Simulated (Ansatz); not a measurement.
TiO2:

```xyz
6
Lattice="4.5998 0.0000 0.0000 0.0000 4.5998 0.0000 0.0000 0.0000 2.9592" Properties=species:S:1:pos:R:3 pbc="T T T"
Ti    0.0000    0.0000    1.4796
Ti    2.2999    2.2999    0.0000
O     1.3998    1.3998    1.4796
O     0.9001    3.6997    0.0000
O     3.6997    0.9001    0.0000
O     3.2000    3.2000    1.4796
```

The cell is a database's computed one.

| Item | Value |
| --- | --- |
| Program | Ansatz 0.2.0 |
| Task | relaxation of cell and atoms |
| Functional | PBE |
| Potentials or basis | JTH PAW |
| Cutoff | 1380 eV (not typed: the program's choice for these potentials) |
| k mesh | 6 × 6 × 9 |
| Occupations | fermi-dirac, width 0.05 eV |
| Spin | no spin polarisation |

At the start: volume 10.44 Å³/atom.

Problem. Where does the relaxation end?

Solution. It ends after 7 steps and the volume is 10.66 Å³/atom (+2.2 %); space group P4_2/mnm (No. 136, to 0.05 Å).

The path:
| step | energy change (eV) | largest force (eV/Å) | volume (Å³) |
| --- | --- | --- | --- |
| 1 | 0.0000 | 0.0077 | 62.61 |
| 2 | -0.0168 | 0.0592 | 63.51 |
| 3 | -0.0190 | 0.0367 | 63.94 |
| 4 | -0.0193 | 0.0056 | 63.98 |
| 5 | -0.0193 | 0.0037 | 63.98 |
| 6 | -0.0193 | 0.0000 | 63.99 |
| 7 | -0.0197 | 0.0000 | 63.99 |

Final structure:
```
CELL_PARAMETERS angstrom
4.64416 0.00000 0.00000
0.00000 4.64416 0.00000
0.00000 0.00000 2.96670
ATOMIC_POSITIONS crystal
Ti 0.00000 0.00000 0.50000
Ti 0.50000 0.50000 0.00000
O 0.30508 0.30508 0.50000
O 0.19492 0.80508 0.00000
O 0.80508 0.19492 0.00000
O 0.69492 0.69492 0.50000
```

Caveat: the plane-wave basis is chosen anew once the cell has moved, so the energies of steps on either side of that aren't comparable.
